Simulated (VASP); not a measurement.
Ni:

```
Ni
1.0
     0.00000    1.73757    1.73757
     1.73757    0.00000    1.73757
     1.73757    1.73757    0.00000
Ni
1
Direct
  0.00000 0.00000 0.00000
```

Base run:

| Item | Value |
| --- | --- |
| Program | VASP 6.6.1 |
| Functional | TPSS |
| Potentials or basis | VASP PAW PBE potentials, release 64 (Ni) |
| Cutoff | 520 eV |
| k mesh | 13 × 13 × 13 |
| Occupations | fermi-dirac, width 0.05 eV |
| Spin | collinear spin, ferromagnetic start |
| Starting moments | [1.0] μB |

Its results: pressure 0.2 GPa; net moment 0.63 μB per cell; site moments Ni +0.64 μB.

**Question.** After a change of settings the same cell gave: pressure -0.8 GPa; net moment 0.66 μB per cell; site moments Ni +0.68 μB. Which change was it?
A. functional from TPSS to r2SCAN; further incar settings from ALGO = Normal; EDIFF = 1e-06; NBANDS = 15 to ALGO = Normal; EDIFF = 1e-07
B. functional from TPSS to SCAN
C. functional from TPSS to rSCAN

**Answer.** C.

Caveats: the PAW data sets were made with another functional, which shifts forces and pressure a little.
